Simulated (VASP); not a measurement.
A run of VASP 6.6.1 is set up as follows.

The input POSCAR:

```
Si
1.0
    4.1209500000      0.0000000000      0.0000000000
   -2.0604700000      3.5688500000      0.0000000000
    0.0000000000      0.0000000000      2.6547900000
Si
2
Direct
    0.3333300000      0.6666700000      0.5000000000
    0.6666700000      0.3333300000      0.5000000000
```

INCAR.step1

```
SYSTEM = Si
ALGO = Normal
EDIFF = 1E-5
ENCUT = 520
GGA = PE
ISIF = 2
ISMEAR = -1
LASPH = .TRUE.
LCHARG = .FALSE.
LREAL = .FALSE.
LWAVE = .TRUE.
NBANDS = 11
NELM = 80
PREC = Accurate
SIGMA = 0.05
```

The input INCAR.step2:

```
SYSTEM = Si
AEXX = 0.25
ALGO = Normal
EDIFF = 1E-6
ENCUT = 520
HFRCUT = -1
ISIF = 2
ISMEAR = -1
ISTART = 1
LASPH = .TRUE.
LCHARG = .FALSE.
LHFCALC = .TRUE.
LMIXTAU = .TRUE.
LREAL = .FALSE.
LWAVE = .FALSE.
METAGGA = R2SCAN
NBANDS = 11
NELM = 80
PREC = Accurate
PRECFOCK = Normal
SIGMA = 0.05
```

KPOINTS

```
k-points
0
G
  4 4 5
  0 0 0
```

File KPOINTS_OPT:

```
path GMKGALHA,LM,KH
10
line-mode
reciprocal
 0.0000000000  0.0000000000  0.0000000000  G
 0.5000000000  0.0000000000  0.0000000000  M

 0.5000000000  0.0000000000  0.0000000000  M
 0.3333333333  0.3333333333  0.0000000000  K

 0.3333333333  0.3333333333  0.0000000000  K
 0.0000000000  0.0000000000  0.0000000000  G

 0.0000000000  0.0000000000  0.0000000000  G
 0.0000000000  0.0000000000  0.5000000000  A

 0.0000000000  0.0000000000  0.5000000000  A
 0.5000000000  0.0000000000  0.5000000000  L

 0.5000000000  0.0000000000  0.5000000000  L
 0.3333333333  0.3333333333  0.5000000000  H

 0.3333333333  0.3333333333  0.5000000000  H
 0.0000000000  0.0000000000  0.5000000000  A

 0.5000000000  0.0000000000  0.5000000000  L
 0.5000000000  0.0000000000  0.0000000000  M

 0.3333333333  0.3333333333  0.0000000000  K
 0.3333333333  0.3333333333  0.5000000000  H
```

Potentials or basis: VASP PAW PBE potentials, release 64 (Si).

Launch:

```sh
$ cat potpaw_PBE.64/Si/POTCAR > POTCAR
$ cp INCAR.step1 INCAR
$ mpirun -np 1 vasp_std > vasp.out
$ cp INCAR.step2 INCAR
$ mpirun -np 1 vasp_std > vasp.out
```

(1) Estimate the pressure.

(2) Predict the band gap along the path.

Results:

(1) -3.9 GPa.

(2) none (metal or under the smearing width).

Caveat: the k mesh is coarse (spacing up to 0.47 Å⁻¹), so the values aren't converged, least of all with exact exchange; the PAW data sets were made with another functional, which shifts forces and pressure a little.
